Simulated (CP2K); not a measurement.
Runs of CP2K 2026.2 on Sb2Pt (Geversite). It takes space group Pa-3 (No. 205, cubic). The conventional cell has a = 6.442 Å, b = 6.442 Å, c = 6.442 Å, α = 90.00°, β = 90.00°, γ = 90.00°. Around Pt (site symmetry -3) lie 6 Sb at 2.67 Å. Around Sb (site symmetry 3) lie 3 Pt at 2.67 Å and 1 Sb at 2.78 Å. 

```csv
level,potentials or basis,smearing,EPS_DEFAULT,NGRIDS,points a segment of the path (NPOINTS),bands added on the path,CUTOFF of the grids,gap on the mesh (eV),pressure (GPa),largest force (eV/Å)
LDA,"GTH_POTENTIALS Pt GTH-PADE-q18, Sb GTH-PADE-q5; TZVP-MOLOPT-PBE-GTH basis",fermi-dirac 0.01 eV,1.0E-9,5,8,6,450 Ry,0.04,-4.1,0.04
r2SCAN,"POTENTIAL_UZH Pt GTH-SCAN-q18, Sb GTH-SCAN-q5; TZVP-MOLOPT-SCAN-GTH basis",fermi-dirac 0.1 eV,1.0E-10,4,10,6,675 Ry,0.12,(b),0.15
PBEsol,"POTENTIAL_UZH Pt GTH-PBE-q18, Sb GTH-PBE-q5; TZVP-MOLOPT-PBE-GTH basis",fermi-dirac 0.05 eV,1.0E-10,4,10,6,450 Ry,none,(c),(a)
PBE,"POTENTIAL_UZH Pt GTH-PBE-q18, Sb GTH-PBE-q5; TZVP-MOLOPT-PBE-GTH basis",fermi-dirac 0.01 eV,1.0E-10,5,8,2,450 Ry,none,8.2,0.11
```

Alike in all rows: task band structure; no spin polarisation; cell as given; k mesh 4 × 4 × 4.

Estimate the missing entries.

(a) 0.22; (b) 3.7; (c) 5.6.

Caveats: spin-orbit coupling is left out, which moves the levels of the heavy elements; the basis of atomic orbitals isn't converged, which shifts pressures, moduli and gaps; the potentials were made for another functional, which shifts forces and pressure (some runs).

A k mesh can miss the band edges, and the runs leave out spin-orbit coupling on Pt, Sb.

A gap of «none» marks a metal or a gap under the smearing width.
